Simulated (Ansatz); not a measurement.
PbSe (Clausthalite):

```
Pb Se
1.0
     0.00000    3.06065    3.06065
     3.06065    0.00000    3.06065
     3.06065    3.06065    0.00000
Pb Se
1 1
Direct
  0.00000 0.00000 0.00000
  0.50000 0.50000 0.50000
```

- Program: Ansatz 0.2.0
- Task: relaxation of cell and atoms
- Functional: LDA
- Potentials or basis: all-electron LAPW, scalar-relativistic
- Basis error allowed: 0.001 eV/atom
- k mesh: 8 × 8 × 8
- Occupations: fermi-dirac, width 0.05 eV
- Spin: no spin polarisation

At the start: volume 28.67 Å³/atom.

Question: Where does the relaxation end?

Answer: Over 5 steps the energy falls by 7.8 meV/atom and the volume is 27.54 Å³/atom (-3.9 %); space group Fm-3m (No. 225, to 0.05 Å).

Step by step:
| step | energy change (eV) | largest force (eV/Å) | volume (Å³) |
| --- | --- | --- | --- |
| 1 | 0.0000 | 0.0000 | 57.34 |
| 2 | -0.0114 | 0.0000 | 53.97 |
| 3 | -0.0155 | 0.0000 | 55.15 |
| 4 | -0.0155 | 0.0000 | 55.08 |
| 5 | -0.0155 | 0.0000 | 55.08 |

Final structure:
```xyz
2
Lattice="0.0000 3.0198 3.0198 3.0198 0.0000 3.0198 3.0198 3.0198 0.0000" Properties=species:S:1:pos:R:3 pbc="T T T"
Pb    0.0000    0.0000    0.0000
Se    3.0198    3.0198    3.0198
```

The cell as given is a measured one (28.67 Å³/atom); LDA puts the equilibrium volume -3.9 % from it, thermal expansion not counted.
